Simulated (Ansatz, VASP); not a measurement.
One calculation of Re, two programs

The input INCAR:

```
SYSTEM = Re
PREC = Accurate ; ENCUT = 520
EDIFF = 1E-7 ; ISMEAR = -1
SIGMA = 0.1 ; LREAL = .False.
LASPH = .True. ; NELM = 60
ALGO = Normal ; ISIF = 2
LWAVE = .False. ; LCHARG = .False.
GGA = PE ; NBANDS = 14
```

Contents of KPOINTS:

```
regular mesh
0
Gamma
  5 5 3
  0 0 0
```

POSCAR

```
Re
1.0
    2.7768706464      0.0000000000      0.0000000000
   -1.3884353232      2.4048405228      0.0000000000
    0.0000000000      0.0000000000      4.4788142384
Re
2
Direct
    0.3333333333      0.6666666667      0.2500000000
    0.6666666667      0.3333333333      0.7500000000
```

Input for Ansatz:

```yaml
crystal:
  lattice:
    - [2.7768706464, 0.0, 0.0]
    - [-1.3884353232, 2.4048405228, 0.0]
    - [0.0, 0.0, 4.4788142384]
  atoms:
    - { symbol: Re, position: [0.3333333333, 0.6666666667, 0.25] }
    - { symbol: Re, position: [0.6666666667, 0.3333333333, 0.75] }
hamiltonian:
  xc: pbe
  pseudopotentials:
    kind: paw
    azcp:
      Re: "pseudopotentials/Re.paw.azcp"
basis:
  ecutwfc: 420
  fft_grid_basis: typed
kpoints:
  mp_grid: { grid: [5, 5, 3], shift: [0, 0, 0] }
magnetization:
  spin_polarized: false
scf:
  occupations: { method: fermi_dirac, width: 0.1 }
  lower_state_search: "off"
output:
  stress: true
```

Alike in both runs: task single point; functional PBE; k mesh 5 × 5 × 3; occupations fermi-dirac, width 0.1 eV; no spin polarisation.

|  | VASP | Ansatz |
| --- | --- | --- |
| version | VASP 6.6.1 | Ansatz 0.2.0 |
| potentials or method | VASP PAW PBE potentials, release 64 (Re) | plane waves (420 eV) with PAW, scalar-relativistic |
| plane-wave cutoff (eV) | 520 | 420 |
| valence electrons in the cell | 14 | 30 |

|  | VASP | Ansatz | Ansatz less VASP |
| --- | --- | --- | --- |
| pressure (GPa) | -2.1 | -1.8 | +0.35 |
| largest component of the traceless stress (GPa) | 5.38 | 5.27 | -0.118 |

The functional is the same, so the differences come from potentials, cutoffs and numerics. The two sets of potentials don't hold the same shells in valence.

Caveats: the k mesh is coarse (spacing up to 0.52 Å⁻¹), so the values aren't converged. The runs have no spin-orbit coupling, so splittings on Re are missing.
